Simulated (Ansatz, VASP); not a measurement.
One calculation of Ge, two programs

The input INCAR:

```
PREC     = Accurate       # precision mode
ENCUT    = 520            # plane-wave cutoff, eV
EDIFF    = 1E-6           # SCF threshold, eV
ISMEAR   = 0              # smearing method
SIGMA    = 0.15           # smearing width, eV
LREAL    = F              # projectors in reciprocal space
LASPH    = T              # aspherical terms in the spheres
NELM     = 80             # most SCF steps
ALGO     = Normal         # electronic algorithm
ISIF     = 2              # what is computed and relaxed
LWAVE    = F              # write WAVECAR
LCHARG   = T              # write CHGCAR
GGA      = PE             # functional
LELF     = T              # ELF
LVHAR    = T            
NBANDS   = 21             # bands
```

File KPOINTS:

```
regular mesh
0
Gamma
  14 14 14
```

POSCAR

```
Ge
1.0
    0.0000000000      2.8994892500      2.8287700000
    2.8994892500      0.0000000000      2.8287700000
    2.8994892500      2.8994892500      0.0000000000
Ge
2
Direct
    0.5000000000      0.5000000000      0.5000000000
    0.7500000000      0.7500000000      0.7500000000
```

Input for Ansatz:

```yaml
crystal:
  lattice:
    - [0.0, 2.89948925, 2.82877]
    - [2.89948925, 0.0, 2.82877]
    - [2.89948925, 2.89948925, 0.0]
  atoms:
    - { symbol: Ge, position: [0.5, 0.5, 0.5] }
    - { symbol: Ge, position: [0.75, 0.75, 0.75] }
basis:
  ecutwfc: 420
kpoints:
  mp_grid: { grid: [14, 14, 14] }
hamiltonian:
  xc: pbe
scf:
  occupations: { method: gaussian, width: 0.15 }
output:
  forces: true
  stress: true
  eigenvalues: true
```

Change from the starting cell: strain +0.025 along x and y, +0.000 along z, atoms carried along.

Alike in both runs: task single point; functional PBE; k mesh 14 × 14 × 14; occupations gaussian, width 0.15 eV; no spin polarisation.

|  | VASP | Ansatz |
| --- | --- | --- |
| version | VASP 6.6.1 | Ansatz 0.2.0 |
| potentials or method | VASP PAW PBE potentials, release 64 (Ge_d) | scalar-relativistic, plane waves, PAW |
| plane-wave cutoff (eV) | 520 | 420 |
| valence electrons in the cell | 28 | 28 |

|  | VASP | Ansatz | Ansatz less VASP |
| --- | --- | --- | --- |
| gap on the k mesh at the Fermi level (eV) | 0.09 | 0.08 | -0.003 |
| least direct gap on the mesh (eV) | 0.18 | 0.18 | 0.000 |
| pressure (GPa) | 0.2 | 0.3 | +0.11 |
| largest component of the traceless stress (GPa) | 1.05 | 1.05 | -0.002 |
